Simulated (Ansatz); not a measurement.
## TaC (Fm-3m): from strained cells to moduli

```
CELL_PARAMETERS angstrom
0.00000 2.22000 2.22000
2.22000 0.00000 2.22000
2.22000 2.22000 0.00000
ATOMIC_POSITIONS crystal
Ta 0.00000 0.00000 0.00000
C 0.50000 0.50000 0.50000
```

The conventional cell has a = 4.440 Å, b = 4.440 Å, c = 4.440 Å, α = 90.00°, β = 90.00°, γ = 90.00°. Ta (atom 1) is surrounded by 6 C at 2.22 Å. Around C (atom 2) lie 6 Ta at 2.22 Å.

Computed, not measured; unless marked otherwise by PBEsol, all-electron LAPW in Ansatz 0.2.0, scalar-relativistic. k mesh 16×16×16, strains of ±0.008, Fermi-Dirac smearing of 0.100 eV, basis error target 1 meV/atom. The cell was relaxed by PAW under this functional.

The cell is cubic and carries a residual pressure of -0.19 GPa at this level. Each strain component that symmetry leaves independent is applied at ±0.008 and ±0.016, the ions relax wherever a strain frees them, and the stress (tension positive, GPa) is read. Shears are engineering strains, γ = 2ε.

```json
{"strain": "xx", "size": "-0.016", "σxx": "-13.5749", "σyy": "-1.7350", "σzz": "-1.7350", "σyz": "0.0000", "σxz": "0.0000", "σxy": "0.0000"}
{"strain": "xx", "size": "-0.008", "σxx": "-6.4126", "σyy": "-0.7468", "σzz": "-0.7468", "σyz": "0.0000", "σxz": "0.0000", "σxy": "0.0000"}
{"strain": "xx", "size": "+0.008", "σxx": "6.2378", "σyy": "1.0964", "σzz": "1.0964", "σyz": "0.0000", "σxz": "0.0000", "σxy": "0.0000"}
{"strain": "xx", "size": "+0.016", "σxx": "11.7299", "σyy": "1.9863", "σzz": "1.9863", "σyz": "0.0000", "σxz": "0.0000", "σxy": "0.0000"}
{"strain": "yz", "size": "-0.016", "σxx": "0.2049", "σyy": "0.1314", "σzz": "0.1314", "σyz": "-3.0516", "σxz": "0.0000", "σxy": "0.0000"}
{"strain": "yz", "size": "-0.008", "σxx": "0.1945", "σyy": "0.1762", "σzz": "0.1762", "σyz": "-1.5292", "σxz": "0.0000", "σxy": "0.0000"}
{"strain": "yz", "size": "+0.008", "σxx": "0.1945", "σyy": "0.1762", "σzz": "0.1762", "σyz": "1.5292", "σxz": "0.0000", "σxy": "0.0000"}
{"strain": "yz", "size": "+0.016", "σxx": "0.2049", "σyy": "0.1314", "σzz": "0.1314", "σyz": "3.0516", "σxz": "0.0000", "σxy": "0.0000"}
```

The slope is [8(σ(+δ) − σ(−δ)) − (σ(+2δ) − σ(−2δ))]/(12δ), and the program imposes the crystal's symmetry on the matrix.

Problem. What are the independent elastic constants?

Solution. C11 = 790.6, C12 = 114.8, C44 = 191.3 GPa.

Problem. Do they meet the Born conditions?

Solution. C11 − C12 = 675.8, C11 + 2C12 = 1020.3 and C44 = 191.3 GPa must all be positive, so the crystal is elastically stable; that says nothing yet of its phonons.

Problem. What moduli does a random aggregate of grains have?

Solution. B = (C11 + 2C12)/3 = 340.1 GPa. G_V = (C11 − C12 + 3C44)/5 = 249.9 and G_R = 5(C11 − C12)C44/(4C44 + 3(C11 − C12)) = 231.5, so G_H = 240.7 GPa. Then E = 9BG/(3B + G) = 584.2 GPa, ν = (3B − 2G)/(6B + 2G) = 0.214 and B/G = 1.41, on the brittle side of Pugh's 1.75 (a rule of thumb).

Problem. With the density of 14.643 g/cm³, how fast does sound travel, and what Debye temperature follows?

Solution. 

```csv
direction,slow (m/s),middle (m/s),fast (m/s)
[100],3614,3614,7348
[110],3614,4804,6632
[111],4443,4443,6375
```

The mean of v⁻³ over directions and branches gives v_m = 4447 m/s and θ_D = (ħ/k_B) v_m (6π²n)^(1/3) = 596 K, n being atoms per volume. Young's modulus spans 483 to 761 GPa over directions, and the universal anisotropy index is 0.40.

Problem. How far do the constants move if PAW replaces LAPW in the same cell?

Solution. 

| constant | LAPW (GPa) | PAW (GPa) | difference |
| --- | --- | --- | --- |
| C11 | 790.6 | 798.2 | 7.6 |
| C12 | 114.8 | 116.8 | 2.0 |
| C44 | 191.3 | 191.1 | -0.2 |

Problem. How do the constants change if the ions are clamped to the homogeneous strain?

Solution. None moves by more than 0.3 GPa: by symmetry a homogeneous strain puts no force on these sites.

Problem. What happens at 10 GPa (cell relaxed there)?

Solution. The volume falls to 0.9729 of its value, and C11 = 886.2, C12 = 127.7, C44 = 199.5 GPa (slopes of the stress), in this structure whether or not another phase takes over.

Caveats: responses of metals move with mesh and smearing; no spin-orbit coupling on heavy atoms; the frozen-core PAW files of the compared runs were fitted under PBE, their cores solved anew for this functional.
